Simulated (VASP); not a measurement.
Set up this calculation in VASP 6.6.1, as the native input.

* Task: single point
* Functional: PBE
* Dispersion: D3(BJ)
* Potentials or basis: VASP PAW PBE potentials, release 64 (Ag, Cl)
* Cutoff: 520 eV
* k mesh: 2 × 2 × 2, shifted
* Occupations: gaussian, width 0.1 eV
* Spin: no spin polarisation
* Dipole correction: no
* Further INCAR settings: LREAL = Auto; ALGO = Fast; EDIFF = 1e-06; NBANDS = 86; ISYM = 0

The structure of AgCl lies in POSCAR:

```
AgCl
1.0
    6.8679460000      0.0000000000      0.0000000000
    0.0000000000     -6.8679460000      0.0000000000
    0.0000000000      0.0000000000     -6.8679460000
Ag Cl
8 8
Direct
    0.0000000000      0.5000000000      0.5000000000
    0.0000000000      0.5000000000      0.0000000000
    0.0000000000      0.0000000000      0.5000000000
    0.0000000000      0.0000000000      0.0000000000
    0.5000000000      0.5000000000      0.5000000000
    0.5000000000      0.5000000000      0.0000000000
    0.5000000000      0.0000000000      0.5000000000
    0.5000000000      0.0000000000      0.0000000000
    0.2500000000      0.2500000000      0.2500000000
    0.2500000000      0.2500000000      0.7500000000
    0.2500000000      0.7500000000      0.2500000000
    0.2500000000      0.7500000000      0.7500000000
    0.7500000000      0.2500000000      0.2500000000
    0.7500000000      0.2500000000      0.7500000000
    0.7500000000      0.7500000000      0.2500000000
    0.7500000000      0.7500000000      0.7500000000
```

Measurements of this composition are mostly on another form, of space group No. 225.

The cell isn't the ideal one: the relaxed cell repeated 8 times, on the trajectory's mesh.

These files were run (other wordings do the same):

INCAR

```
SYSTEM = AgCl
PREC = Accurate ; ENCUT = 520
EDIFF = 1E-6 ; ISMEAR = 0
SIGMA = 0.1 ; LREAL = Auto
LASPH = .TRUE. ; NELM = 100
ALGO = Fast ; ISIF = 2
LWAVE = .FALSE. ; LCHARG = .FALSE.
GGA = PE ; IVDW = 12
NBANDS = 86 ; ISYM = 0
```

KPOINTS

```
Automatic mesh
0
Gamma
  2 2 2
  0.5 0.5 0.5
```

Potentials or basis: VASP PAW PBE potentials, release 64 (Ag, Cl).

Command:

```bash
$ cat potpaw_PBE.64/Ag/POTCAR potpaw_PBE.64/Cl/POTCAR > POTCAR
$ mpirun -np 1 vasp_std > vasp.out
```

It gave:

| Quantity | Value |
| --- | --- |
| Pressure | -3.1 GPa |
| Band gap on the k mesh | 2.67 eV |
| Dispersion energy per atom | -0.349 eV |

It took 94 s on 1 thread of Intel(R) Xeon(R) 6975P-C (Granite Rapids) (shared host), peak memory 0.4 GiB.
